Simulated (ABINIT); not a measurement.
# SiC (Moissanite) (P6_3mc) in ABINIT: settings compared

The runs below take SiC (Moissanite) through single point, relaxation of cell and atoms, with PBE, PBEsol.

All numbers are computed with ABINIT 10.8.3 (patched build); they aren't measurements. Logs are shortened: lines on timing, memory, paths and dates and some standing lists are left out, and cuts for length are marked. The log counts tension as positive stress, the text compression.

## 1. The crystal as given

It takes space group P6_3mc (No. 186, hexagonal). The conventional cell has a = 3.076 Å, b = 3.076 Å, c = 5.048 Å, α = 90.00°, β = 90.00°, γ = 120.00°. Around Si (site symmetry 3m) lie 4 C at 1.87 to 1.94 Å. Around C (site symmetry 3m) lie 4 Si at 1.87 to 1.94 Å.

## 2. Single point, PBE

Contents of run.abi:

```
# Pseudopotentials
pp_dirpath "./"
pseudos "Si.upf, C.upf"

# Structure
acell 5.8127975593 5.8127975593 9.5393374771
rprim
     1.0000000000     0.0000000000     0.0000000000
    -0.5000000000     0.8660254038     0.0000000000
     0.0000000000     0.0000000000     1.0000000000
ntypat 2
znucl 14 6
natom 4
typat 1 1 2 2
xred
     0.6666666667     0.3333333333     0.5000000000
     0.3333333333     0.6666666667     0.0000000000
     0.6666666667     0.3333333333     0.8850000000
     0.3333333333     0.6666666667     0.3850000000

# Plane-wave basis
ecut 37.0

# k points
kptopt 1
ngkpt 8 8 4
nshiftk 1
shiftk 0.0 0.0 0.0

# Exchange and correlation
ixc 11

# Bands and occupations
nband 12
occopt 3
tsmear 0.05 eV

# SCF cycle
nstep 100
tolvrs 1.0e-10

# Output
iomode 3
prtwf 0
prteig 0
prtebands 0
enunit 2
prtden 1
prtvha 1
prtvclmb 1
prtpot 1
prtelf 1
```

Potentials or basis: PseudoDojo NC SR PBE v0.4.1 standard.

Launch:

```sh
$ abinit run.abi > log 2>&1
```

run.abo:

```text
.Version 10.8.3 of ABINIT
 Symmetries : space group P6_3 m c (#186); Bravais hP (primitive hexag.)
================================================================================
 Values of the parameters that define the memory need of the present run
     intxc =       0    ionmov =       0      iscf =       7    lmnmax =       6
     lnmax =       6     mgfft =      54  mpssoang =       3    mqgrid =    3001
     natom =       4  nloc_mem =       1    nspden =       1   nspinor =       1
    nsppol =       1      nsym =      12    n1xccc =    2501    ntypat =       2
    occopt =       3   xclevel =       2
       mpw =        3024          nfft =       55296          nkpt =          30
================================================================================
================================================================================

--------------------------------------------------------------------------------
------------- Echo of variables that govern the present computation ------------
--------------------------------------------------------------------------------
 -outvars: echo values of preprocessed input variables --------
            acell      5.8127975593E+00  5.8127975593E+00  9.5393374771E+00 Bohr
              amu      2.80855000E+01  1.20110000E+01
             ecut      3.70000000E+01 Hartree
           enunit           2
              ixc          11
         kptrlatt        8    0    0      0    8    0      0    0    4
          kptrlen      3.81573499E+01
            natom           4
            nband          12
            ngfft          32      32      54
             nkpt          30
            nstep         100
             nsym          12
           ntypat           2
           occopt           3
        prtebands           0
           prteig           0
           prtelf           1
           prtpot           1
         prtvclmb           1
           prtvha           1
            prtwf           0
            rprim      1.0000000000E+00  0.0000000000E+00  0.0000000000E+00
                      -5.0000000000E-01  8.6602540380E-01  0.0000000000E+00
                       0.0000000000E+00  0.0000000000E+00  1.0000000000E+00
          spgroup         186
           tolvrs      1.00000000E-10
           tsmear      1.83746611E-03 Hartree
            typat      1  1  2  2
           xangst      1.5379999989E+00  8.8796471342E-01  2.5239999983E+00
                      -2.2766973476E-16  1.7759294268E+00  0.0000000000E+00
                       1.5379999989E+00  8.8796471342E-01  4.4674799970E+00
                      -2.2766973476E-16  1.7759294268E+00  1.9434799987E+00
            xcart      2.9063987796E+00  1.6780101178E+00  4.7696687386E+00
                      -4.3023344585E-16  3.3560202357E+00  0.0000000000E+00
                       2.9063987796E+00  1.6780101178E+00  8.4423136672E+00
                      -4.3023344585E-16  3.3560202357E+00  3.6726449287E+00
             xred      6.6666666667E-01  3.3333333333E-01  5.0000000000E-01
                       3.3333333333E-01  6.6666666667E-01  0.0000000000E+00
                       6.6666666667E-01  3.3333333333E-01  8.8500000000E-01
                       3.3333333333E-01  6.6666666667E-01  3.8500000000E-01
            znucl       14.00000    6.00000

================================================================================

 chkinp: Checking input parameters for consistency.

================================================================================
== DATASET  1 ==================================================================

--- !DatasetInfo
iteration_state: {dtset: 1, }
dimensions: {natom: 4, nkpt: 30, mband: 12, nsppol: 1, nspinor: 1, nspden: 1, mpw: 3024, }
cutoff_energies: {ecut:  37.0, pawecutdg:  -1.0, }
electrons: {nelect:   1.60000000E+01, charge:   0.00000000E+00, occopt:   3.00000000E+00, tsmear:   1.83746611E-03, }
meta: {optdriver: 0, ionmov: 0, optcell: 0, iscf: 7, paral_kgb: 0, }
...

 Exchange-correlation functional for the present dataset will be:
  GGA: Perdew-Burke-Ernzerhof functional - ixc=11
  J.P.Perdew, K.Burke, M.Ernzerhof, PRL 77, 3865 (1996)

 Real(R)+Recip(G) space primitive vectors, cartesian coordinates (Bohr,Bohr^-1):
 R(1)=  5.8127976  0.0000000  0.0000000  G(1)=  0.1720342  0.0993240  0.0000000
 R(2)= -2.9063988  5.0340304  0.0000000  G(2)=  0.0000000  0.1986480  0.0000000
 R(3)=  0.0000000  0.0000000  9.5393375  G(3)=  0.0000000  0.0000000  0.1048291
 Unit cell volume ucvol=  2.7913818E+02 bohr^3
 Angles (23,13,12)=  9.00000000E+01  9.00000000E+01  1.20000000E+02 degrees

 getcut: wavevector=  0.0000  0.0000  0.0000  ngfft=  32  32  54
[... 66 lines left out ...]
etotal    :  -2.05378369E+01
entropy   :   0.00000000E+00
fermie    :   3.08243858E-01
cartesian_stress_tensor: # hartree/bohr^3
- [ -1.72779157E-04,   0.00000000E+00,   0.00000000E+00, ]
[... 20 lines left out ...]
    2        2.00000          1.94668612
    3        2.00000          4.24949929
    4        2.00000          4.24949929
================================================================================

 ----iterations are completed or convergence reached----

 Mean square residual over all n,k,spin=   15.313E-07; max=  16.691E-05
 reduced coordinates (array xred) for    4 atoms
       0.666666666667      0.333333333333      0.500000000000
       0.333333333333      0.666666666667      0.000000000000
       0.666666666667      0.333333333333      0.885000000000
       0.333333333333      0.666666666667      0.385000000000
 rms dE/dt=  8.1129E-02; max dE/dt=  1.4052E-01; dE/dt below (all hartree)
    1      -0.000000000000      0.000000000000     -0.140518818380
    2       0.000000000000      0.000000000000     -0.140518818380
    3       0.000000000000      0.000000000000      0.140518591414
    4      -0.000000000000      0.000000000000      0.140518591414

 cartesian coordinates (angstrom) at end:
    1      1.53799999894367     0.88796471341973     2.52399999828481
    2     -0.00000000000000     1.77592942683946     0.00000000000000
    3      1.53799999894367     0.88796471341973     4.46747999696411
    4     -0.00000000000000     1.77592942683946     1.94347999867930

 cartesian forces (hartree/bohr) at end:
    1      0.00000000000000     0.00000000000000     0.01473044697642
    2     -0.00000000000000    -0.00000000000000     0.01473044697642
    3     -0.00000000000000    -0.00000000000000    -0.01473044697642
    4      0.00000000000000     0.00000000000000    -0.01473044697642
 frms,max,avg= 8.5046275E-03 1.4730447E-02   0.000E+00  0.000E+00  1.190E-08 h/b

 cartesian forces (eV/Angstrom) at end:
    1      0.00000000000000     0.00000000000000     0.75747003889153
    2     -0.00000000000000    -0.00000000000000     0.75747003889153
    3     -0.00000000000000    -0.00000000000000    -0.75747003889153
    4      0.00000000000000     0.00000000000000    -0.75747003889153
 frms,max,avg= 4.3732553E-01 7.5747004E-01   0.000E+00  0.000E+00  6.117E-07 e/A
 length scales=  5.812797559300  5.812797559300  9.539337477100 bohr
              =  3.075999997887  3.075999997887  5.047999996570 angstroms
 Fermi (or HOMO) energy (hartree) =   0.30824   Average Vxc (hartree)=  -0.41468
 Eigenvalues (hartree) for nkpt=  30  k points:
 kpt#   1, nband= 12, wtk=  0.00391, kpt=  0.0000  0.0000  0.0000 (reduced coord)
  -0.31583   -0.18713   -0.05748    0.20500    0.20500    0.25211    0.25211    0.26223
   0.43206    0.48343    0.50153    0.50153
      occupation numbers for kpt#   1
   2.00000    2.00000    2.00000    2.00000    2.00000    2.00000    2.00000    2.00000
   0.00000    0.00000    0.00000    0.00000
 prteigrs : prtvol=0 or 1, do not print more k-points.

 Fermi (or HOMO) energy (eV) =   8.38774   Average Vxc (eV)= -11.28392
 Eigenvalues (   eV  ) for nkpt=  30  k points:
 kpt#   1, nband= 12, wtk=  0.00391, kpt=  0.0000  0.0000  0.0000 (reduced coord)
  -8.59406   -5.09219   -1.56415    5.57837    5.57837    6.86035    6.86035    7.13552
  11.75688   13.15482   13.64732   13.64732
 prteigrs : prtvol=0 or 1, do not print more k-points.

--- !EnergyTerms
iteration_state     : {dtset: 1, }
comment             : Components of total free energy in Hartree
kinetic             :  1.17940127785729E+01
hartree             :  2.37369132054029E+00
xc                  : -7.56268613480918E+00
Ewald energy        : -2.08945946024497E+01
psp_core            :  1.56558245917493E+00
local_psp           : -8.33228525340367E+00
non_local_psp       :  5.18442566592044E-01
internal            : -2.05378368657824E+01
'-kT*entropy'       : -1.21878474590167E-14
total_energy        : -2.05378368657824E+01
total_energy_eV     : -5.58863011611753E+02
band_energy         :  5.53619506518695E-01
...

 Cartesian components of stress tensor (hartree/bohr^3)
  sigma(1 1)= -1.72779157E-04  sigma(3 2)=  0.00000000E+00
  sigma(2 2)= -1.72779158E-04  sigma(3 1)=  0.00000000E+00
  sigma(3 3)= -3.84316866E-06  sigma(2 1)=  0.00000000E+00

-Cartesian components of stress tensor (GPa)         [Pressure=  3.4266E+00 GPa]
- sigma(1 1)= -5.08333831E+00  sigma(3 2)=  0.00000000E+00
- sigma(2 2)= -5.08333832E+00  sigma(3 1)=  0.00000000E+00
- sigma(3 3)= -1.13069926E-01  sigma(2 1)=  0.00000000E+00

== END DATASET(S) ==============================================================
================================================================================

 -outvars: echo values of variables after computation  --------
            acell      5.8127975593E+00  5.8127975593E+00  9.5393374771E+00 Bohr
           etotal     -2.0537836866E+01
            fcart      1.8529083084E-28  1.0697771106E-28  1.4730446976E-02
                      -1.8529083084E-28 -1.0697771106E-28  1.4730446976E-02
                      -7.4116332336E-28 -4.2791084425E-28 -1.4730446976E-02
                       7.4116332336E-28  4.2791084425E-28 -1.4730446976E-02
            rprim      1.0000000000E+00  0.0000000000E+00  0.0000000000E+00
                      -5.0000000000E-01  8.6602540380E-01  0.0000000000E+00
                       0.0000000000E+00  0.0000000000E+00  1.0000000000E+00
           strten     -1.7277915740E-04 -1.7277915759E-04 -3.8431686607E-06
                       0.0000000000E+00  0.0000000000E+00  0.0000000000E+00
           xangst      1.5379999989E+00  8.8796471342E-01  2.5239999983E+00
                      -2.2766973476E-16  1.7759294268E+00  0.0000000000E+00
                       1.5379999989E+00  8.8796471342E-01  4.4674799970E+00
                      -2.2766973476E-16  1.7759294268E+00  1.9434799987E+00
             xred      6.6666666667E-01  3.3333333333E-01  5.0000000000E-01
                       3.3333333333E-01  6.6666666667E-01  0.0000000000E+00
                       6.6666666667E-01  3.3333333333E-01  8.8500000000E-01
                       3.3333333333E-01  6.6666666667E-01  3.8500000000E-01
 Calculation completed.
```

Run time: 29 s. Hardware: 1 thread of Arm Neoverse V1, shared host; peak memory 0.08 GiB.

What came out:

```
Free energy                                           : -558.8630 eV
Pressure                                              : 3.4 GPa
Largest force                                         : 0.757 eV/Å
Band gap on the k mesh                                : 2.59 eV, indirect (least direct gap 4.09 eV)
Valence electrons inside the program's atomic spheres : Si 1.95; C 4.25
```

Forces in eV/Å, atoms in the order of the input:
```
Si   0.000  0.000  0.757
Si   0.000  0.000  0.757
C    0.000  0.000 -0.757
C    0.000  0.000 -0.757
```

A k mesh can miss the band edges. Expect the measured gap to be larger: semilocal functionals such as PBE lack the derivative discontinuity.

## 3. Single point, PBEsol

Changes to run.abi since step 2:

```diff
@@ -2,3 +2,3 @@
 pp_dirpath "./"
-pseudos "Si.upf, C.upf"
+pseudos "Si.GGA_PBE-JTH.xml, C.GGA_PBE-JTH.xml"
 
@@ -21,3 +21,4 @@
 # Plane-wave basis
-ecut 37.0
+ecut 408.170794 eV
+pawecutdg 30.0
 
@@ -30,3 +31,3 @@
 # Exchange and correlation
-ixc 11
+ixc -116133
 
@@ -39,3 +40,3 @@
 nstep 100
-tolvrs 1.0e-10
+tolvrs 1.0e-9
 
@@ -44,9 +45,4 @@
 prtwf 0
+prtden 0
 prteig 0
 prtebands 0
-enunit 2
-prtden 1
-prtvha 1
-prtvclmb 1
-prtpot 1
-prtelf 1
```

Potentials or basis: JTH PAW PBE v2.0.

Launch:

```sh
$ abinit run.abi > log 2>&1
```

It took 23 s on 1 thread of AMD EPYC 7R43 (Zen 3), shared host; peak memory 0.09 GiB.

The run converged. Its results:

- Free energy: -529.3994 eV
- Largest force: 0.741 eV/Å
- Band gap on the k mesh: 2.43 eV, indirect (least direct gap 3.97 eV)
- Valence electrons inside the program's atomic spheres: Si 1.66; C 2.57

Forces on the atoms (eV/Å):
```
Si   0.000  0.000  0.741
Si   0.000  0.000  0.741
C    0.000  0.000 -0.741
C    0.000  0.000 -0.741
```

Levels at points of the mesh, in eV from the valence-band top:
| k point | band 5 | band 6 | band 7 | band 8 | band 9 | band 10 | band 11 | band 12 |
| --- | --- | --- | --- | --- | --- | --- | --- | --- |
| (0.00, 0.00, 0.00) | -1.57 | -0.27 | -0.27 | 0.00 | 4.55 | 5.93 | 6.41 | 6.41 |
| (0.50, 0.00, 0.00) | -5.49 | -3.58 | -3.33 | -1.50 | 2.47 | 4.12 | 6.65 | 7.15 |
| (0.00, 0.00, 0.50) | -0.97 | -0.97 | -0.97 | -0.97 | 5.62 | 5.62 | 7.09 | 7.09 |
| (0.50, 0.00, 0.50) | -2.72 | -2.72 | -2.37 | -2.37 | 3.05 | 3.05 | 4.91 | 4.91 |

Caveat: the cutoff is too short for stress, so the log's stress isn't used; the PAW data sets were made with another functional, which shifts forces and pressure a little.

## 4. Single point, PBEsol

Changes to run.abi since step 3:

```diff
@@ -5,7 +5,7 @@
 # Structure
-acell 5.8127975593 5.8127975593 9.5393374771
+acell 3*1.0
 rprim
-     1.0000000000     0.0000000000     0.0000000000
-    -0.5000000000     0.8660254038     0.0000000000
-     0.0000000000     0.0000000000     1.0000000000
+     5.8127975593     0.0000000000     0.0000000000
+    -2.9063987797     5.0340303534     0.0000000000
+     0.0000000000     0.0000000000     9.5393374771
 ntypat 2
@@ -21,3 +21,3 @@
 # Plane-wave basis
-ecut 408.170794 eV
+ecut 15.0
 pawecutdg 30.0
@@ -48 +48,2 @@
 prtebands 0
+enunit 2
```

Launch:

```sh
$ abinit run.abi > log 2>&1
```

It took 38 s on 1 thread of Intel Xeon Platinum 8259CL at 2.50GHz (Skylake/Cascade Lake), shared host; peak memory 0.09 GiB.

Results (log left out):

- Free energy: -529.3994 eV
- Largest force: 0.741 eV/Å
- Band gap on the k mesh: 2.43 eV, indirect (least direct gap 3.97 eV)
- Valence electrons inside the program's atomic spheres: Si 1.66; C 2.57

Forces in eV/Å, atoms in the order of the input:
```
Si   0.000  0.000  0.741
Si   0.000  0.000  0.741
C    0.000  0.000 -0.741
C    0.000  0.000 -0.741
```

Levels at points of the mesh, in eV from the valence-band top:
```csv
k point,band 4,band 5,band 6,band 7,band 8,band 9,band 10,band 11,band 12
"(0.00, 0.00, 0.00)",-1.57,-1.57,-0.27,-0.27,0.00,4.55,5.93,6.41,6.41
"(0.50, 0.00, 0.00)",-6.60,-5.49,-3.58,-3.33,-1.50,2.47,4.12,6.65,7.15
"(0.00, 0.00, 0.50)",-4.50,-0.97,-0.97,-0.97,-0.97,5.62,5.62,7.09,7.09
"(0.50, 0.00, 0.50)",-8.53,-2.72,-2.72,-2.37,-2.37,3.05,3.05,4.91,4.91
```

Caveat: the cutoff is too short for stress, so the log's stress isn't used; the PAW data sets were made with another functional, which shifts forces and pressure a little.

## 5. Relaxation of cell and atoms, PBEsol

Contents of run.abi:

```
# Pseudopotentials
pp_dirpath "./"
pseudos "Si.GGA_PBE-JTH.xml, C.GGA_PBE-JTH.xml"

# Structure
acell 5.8127975593 5.8127975593 9.5393374771
rprim
     1.0000000000     0.0000000000     0.0000000000
    -0.5000000000     0.8660254038     0.0000000000
     0.0000000000     0.0000000000     1.0000000000
ntypat 2
znucl 14 6
natom 4
typat 1 1 2 2
chkprim 0
chksymtnons 0
tolsym 1.0e-6
xred
            2/3            1/3            1/2
            1/3            2/3            0.0
            2/3            1/3   0.8850000000
            1/3            2/3   0.3850000000

# Plane-wave basis
ecut 15.0
pawecutdg 30.0
ecutsm 0.5

# k points
kptopt 1
ngkpt 8 8 4
nshiftk 1
shiftk 0.0 0.0 0.0

# Exchange and correlation
ixc -116133

# Bands and occupations
nband 12
occopt 3
tsmear 0.05 eV

# SCF cycle
nstep 80
tolvrs 1.0e-12

# Output
iomode 3
prteig 0
prtebands 0
prtwf 0
prtden 0

# Relaxation
ionmov 2
optcell 2
ntime 50
tolmxf 2.0e-5
dilatmx 1.08
```

Launch:

```sh
$ abinit run.abi > log 2>&1
```

Wall time 2.8 min (1 thread of Intel Xeon Platinum 8259CL at 2.50GHz (Skylake/Cascade Lake), shared host); peak memory 0.1 GiB.

It converged, with:

```
Free energy            : -529.4285 eV
Band gap on the k mesh : 2.38 eV, indirect (least direct gap 3.87 eV)
```

Caveat: the cutoff is too short for stress, so the log's stress isn't used; the PAW data sets were made with another functional, which shifts forces and pressure a little. A k mesh can miss the band edges.

## 6. Single point, PBEsol

Contents of run.abi:

```
pp_dirpath "./"
pseudos "Si.GGA_PBE-ansatz.xml, C.GGA_PBE-ansatz.xml"

acell 5.8127975593 5.8127975593 9.5393374771
rprim
     1.0000000000     0.0000000000     0.0000000000
    -0.5000000000     0.8660254038     0.0000000000
     0.0000000000     0.0000000000     1.0000000000
ntypat 2
znucl 14 6
natom 4
typat 1 1 2 2
xred
     0.6666666667     0.3333333333     0.5000000000
     0.3333333333     0.6666666667     0.0000000000
     0.6666666667     0.3333333333     0.8850000000
     0.3333333333     0.6666666667     0.3850000000

ecut 14.3
pawecutdg 28.6
pawovlp -1

kptopt 1
ngkpt 8 8 4
nshiftk 1
shiftk 0.0 0.0 0.0

ixc -116133

nband 12
occopt 3
tsmear 0.00183747

nstep 100
tolvrs 1.0e-9

iomode 3
prtwf 0
prtden 0
prteig 0
prtebands 0
enunit 1
```

Potentials or basis: Ansatz PAW PBE default generated set, frozen core.

Launch:

```sh
$ abinit run.abi > log 2>&1
```

Run time: 44 s. Hardware: 1 thread of Arm Neoverse V2, shared host; peak memory 0.21 GiB.

It converged, with:

* Free energy: -529.3902 eV
* Pressure: -0.4 GPa
* Largest force: 0.744 eV/Å
* Band gap on the k mesh: 2.43 eV, indirect (least direct gap 3.96 eV)

Forces in eV/Å, atoms in the order of the input:
```
Si   0.000  0.000  0.744
Si   0.000  0.000  0.744
C    0.000  0.000 -0.744
C    0.000  0.000 -0.744
```

Stress tensor (GPa, compression positive):
```
 1.30  0.00  0.00
 0.00  1.30  0.00
 0.00  0.00 -3.66
```

Levels at points of the mesh, in eV from the valence-band top:
| k point | band 4 | band 5 | band 6 | band 7 | band 8 | band 9 | band 10 | band 11 | band 12 |
| --- | --- | --- | --- | --- | --- | --- | --- | --- | --- |
| (0.00, 0.00, 0.00) | -1.56 | -1.56 | -0.27 | -0.27 | 0.00 | 4.56 | 5.96 | 6.44 | 6.44 |
| (0.50, 0.00, 0.00) | -6.57 | -5.47 | -3.56 | -3.31 | -1.49 | 2.48 | 4.10 | 6.66 | 7.12 |
| (0.00, 0.00, 0.50) | -4.48 | -0.96 | -0.96 | -0.96 | -0.96 | 5.65 | 5.65 | 7.10 | 7.10 |
| (0.50, 0.00, 0.50) | -8.50 | -2.70 | -2.70 | -2.35 | -2.35 | 3.06 | 3.06 | 4.90 | 4.90 |

Caveat: the atomic spheres overlap; the PAW data sets were made with another functional, which shifts forces and pressure a little.

## 7. Overview

| task | level | potentials or basis | cell | cutoff (eV) | fine-grid cutoff | cell freedom (optcell) | optimiser (ionmov) | cutoff smearing ecutsm (Ha) | force stop (Ha/bohr) | gap on the mesh (eV) | pressure (GPa) | largest force (eV/Å) |
| --- | --- | --- | --- | --- | --- | --- | --- | --- | --- | --- | --- | --- |
| single point | PBE | PseudoDojo NC SR PBE v0.4.1 standard | as given | 1007 | - | - | - | - | - | 2.59 | 3.4 | 0.76 |
| single point | PBEsol | JTH PAW PBE v2.0 | as given | 408 | 816.342 eV | - | - | - | - | 2.43 | - | 0.74 |
| relaxation of cell and atoms | PBEsol | JTH PAW PBE v2.0 | relaxed | 408 | 816.342 eV | 2 | 2 | 0.5 | 2e-05 | 2.38 | - | - |
| single point | PBEsol | Ansatz PAW PBE default generated set, frozen core | as given | 389 | 778.246 eV | - | - | - | - | 2.43 | -0.4 | 0.74 |

Alike in all rows: no spin polarisation; k mesh 8 × 8 × 4; smearing fermi-dirac 0.05 eV.

Caveats: the PAW data sets were made with another functional, which shifts forces and pressure a little (some runs); the atomic spheres overlap (some runs).

Total energies depend on the potentials used, so only differences within one code and one set of settings carry meaning.
